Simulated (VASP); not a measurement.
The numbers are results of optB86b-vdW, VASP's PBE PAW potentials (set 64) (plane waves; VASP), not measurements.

A VASP calculation is set up with these files.

INCAR:
```
# general
SYSTEM  =CsI
PREC    =Accurate
ENCUT   =520
LREAL   =.FALSE.
LASPH   =.TRUE.

# electronic loop
EDIFF   =1E-7
NELM    =100
ALGO    =Normal
LMAXMIX =4

# smearing
ISMEAR  =-5

# functional
GGA     =MK
LUSE_VDW=.TRUE.
AGGAC   =0.0
PARAM1  =0.1234
PARAM2  =1.0

# ions
ISIF    =2

# output
LWAVE   =.FALSE.
LCHARG  =.TRUE.
LORBIT  =11
NEDOS   =601
```

KPOINTS:
```
kpoints
0
G
  7 7 7
0 0 0
```

### POSCAR
```
CsI
4.5299210
  1.0000000113   0.0000000000   0.0000000000
  0.0000000000   1.0000000113   0.0000000000
  0.0000000000   0.0000000000   1.0000000113
Cs I
1 1
direct
  0.0000000000   0.0000000000   0.0000000000
  0.5000000000   0.5000000000   0.5000000000
```

POTCAR, in this order: Cs_sv I (PBE.64 set). Program: vasp_std.

Output

File OSZICAR:
```
       N       E                     dE             d eps       ncg     rms          rms(c)
DAV:   1     0.969969599452E+02    0.96997E+02   -0.62517E+03   480   0.110E+03
DAV:   2     0.659193903602E+01   -0.90405E+02   -0.85348E+02   736   0.162E+02
DAV:   3    -0.913826090527E+00   -0.75058E+01   -0.74716E+01   596   0.542E+01
DAV:   4    -0.102232272497E+01   -0.10850E+00   -0.10847E+00   584   0.811E+00
DAV:   5    -0.102354315394E+01   -0.12204E-02   -0.12204E-02   620   0.923E-01    0.143E+00
DAV:   6    -0.906856306012E+00    0.11669E+00   -0.16327E-01   544   0.193E+00    0.105E+00
DAV:   7    -0.883525753648E+00    0.23331E-01   -0.13013E-01   548   0.179E+00    0.517E-01
DAV:   8    -0.886538738782E+00   -0.30130E-02   -0.92288E-03   552   0.665E-01    0.840E-02
DAV:   9    -0.886907534858E+00   -0.36880E-03   -0.81997E-04   568   0.203E-01    0.687E-02
DAV:  10    -0.886998587727E+00   -0.91053E-04   -0.12608E-04   560   0.822E-02    0.131E-02
DAV:  11    -0.886998712618E+00   -0.12489E-06   -0.32960E-05   592   0.320E-02    0.428E-03
DAV:  12    -0.886999399164E+00   -0.68655E-06   -0.33744E-06   572   0.138E-02    0.173E-03
DAV:  13    -0.886999404660E+00   -0.54961E-08   -0.80565E-08   436   0.224E-03
   1 F= -.88699940E+00 E0= -.88699940E+00  d E =0.000000E+00
```

**OUTCAR**
```
------------------------ aborting loop because EDIFF is reached ----------------------------------------
  FORCE on cell =-STRESS in cart. coord.  units (eV):
  Direction    XX          YY          ZZ          XY          YZ          ZX
  --------------------------------------------------------------------------------------
  Total        0.0064430      0.0064430      0.0064430     -0.0000000      0.0000000      0.0000000
  in kB        0.1110519      0.1110519      0.1110519     -0.0000000      0.0000000      0.0000000
  external PRESSURE =       0.1110519 kB  Pullay stress =       0.0000000 kB
  volume of cell :       92.95
      direct lattice vectors                 reciprocal lattice vectors
     4.529921051  0.000000000  0.000000000     0.220754399  0.000000000  0.000000000
     0.000000000  4.529921051  0.000000000     0.000000000  0.220754399  0.000000000
     0.000000000  0.000000000  4.529921051     0.000000000  0.000000000  0.220754399
 POSITION                                       TOTAL-FORCE (eV/Angst)
 -----------------------------------------------------------------------------------
      0.00000      0.00000      0.00000         0.000000      0.000000      0.000000
      2.26496      2.26496      2.26496         0.000000      0.000000      0.000000
 -----------------------------------------------------------------------------------
    total drift:                               -0.000000      0.000000      0.000000
  FREE ENERGIE OF THE ION-ELECTRON SYSTEM (eV)
  ---------------------------------------------------
  free  energy   TOTEN  =        -0.8869994047 eV

  energy  without entropy=       -0.8869994047  energy(sigma->0) =       -0.88699940

 total charge

# of ion       s       p       d       tot
------------------------------------------
    1        1.829   4.685   0.032   6.546
    2        1.498   2.831   0.002   4.331
--------------------------------------------------
tot          3.327   7.516   0.034  10.877
```
(Selected blocks of OUTCAR.)

The compound is CsI in the CsCl type structure. It was relaxed first.
